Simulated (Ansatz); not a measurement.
## Al: experiment and calculation

**Experimental background.**

From “Theoretical and Experimental Research of Hydrogen Solid Solution in Mg and Mg-Al System”, 2022, pmc:8911465, for a bulk crystal of Al: lattice constant a 4.05 Å.

How close the calculation comes is told at the end.

All numbers below come from DFT PBE, scalar-relativistic, plane waves, PAW (Ansatz).

Plane waves to 420 eV, a k mesh through Γ of 26×26×26 on the computed 1-atom cell and Gaussian smearing (0.10 eV); no spin polarisation.

Relaxed structure:

```
Al
1.0
    -1.42869    1.42878    2.02036
     1.42869   -1.42878    2.02036
     1.42869    1.42878   -2.02036
Al
1
Cartesian
  0.0000 0.0000 2.0204
```

```json
{
  "Space group": "Fm-3m (No. 225)",
  "Volume per atom": "16.50 Å³",
  "Energy over the standard state (uncorrected)": "0.000 eV/atom",
  "Kohn–Sham band gap": "none (metal)",
  "Density of states at the Fermi level": "0.4 states/eV per cell",
  "Orbital (Löwdin) character within 0.5 eV of the Fermi level": "Al 3p 64 %, Al 3s 31 %, unprojected 5 %",
  "Bader charge by site (e)": "Al (1 in the cell) 0.00"
}
```

Against the measured lattice constant a of Al, 4.05 Å (quoted in “Theoretical and Experimental Research of Hydrogen Solid Solution in Mg and Mg-Al System”, 2022, pmc:8911465), the calculated 4.041 Å is off by -0.2 %. The calculation is for 0 K without zero-point motion.

The cell was reached from a generator's guess, though it ends in a space group that the Crystallography Open Database lists for this formula. Löwdin shares on free-atom orbitals overweight diffuse shells.
